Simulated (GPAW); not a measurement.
Runs of GPAW 26.7.0 on MoS2. The cell holds a slab with vacuum, 3 atoms: a = 3.184 Å, b = 3.184 Å, c = 17.335 Å, α = 90.00°, β = 90.00°, γ = 120.00°. 

```tsv
task	level	potentials or basis	k mesh	cutoff (eV)	smearing	maxiter	exx fractions	response ecut	response k mesh	response bands	other keys	mesh quality	gap on the mesh (eV)	largest force (eV/Å)
one-shot levels on a semilocal density	r2SCAN	GPAW PAW data sets (gpaw-data 1.2.1), pw	5 × 5 × 1	500	fermi-dirac 0.05 eV	100	r2SCAN0 0.25, r2SCANh 0.1, r2SCAN50 0.5	-	-	-	several, not listed	coarse	2.03	-
dielectric tensor	LDA	the program's PAW data sets (release 1.2.1) made for this functional, pw	8 × 8 × 2	450	fermi-dirac 0.001 eV	150	-	80 eV	24 × 24 × 4	43	-	not flagged	1.75	-
single point	LDA	the program's PAW data sets (release 1.2.1) made for this functional, pw	8 × 8 × 2	450	fermi-dirac 0.05 eV	120	-	-	-	-	-	not flagged	1.75	0.44
single point	r2SCAN	GPAW PAW data sets (gpaw-data 1.2.1), pw	8 × 8 × 2	500	fermi-dirac 0.05 eV	120	-	-	-	-	-	not flagged	(a)	0.02
```

Alike in all rows: no spin polarisation; cell as given.

**Question.** Fill in the values left out.

**Answer.** (a) 1.84.

Caveats: some runs use coarse meshes; the PAW data sets were made with another functional, which shifts forces and pressure a little (some runs); the cutoff is short for stress and forces, so pressures can be off by a GPa or more (some runs); energy and the plain gap are those of the semilocal run (some runs); the hybrids' values are one shot on its orbitals and mesh (some runs); the long-wavelength limit can be off by several per cent where d states take part (some runs).

A k mesh can miss the band edges, and the runs leave out spin-orbit coupling on Mo.
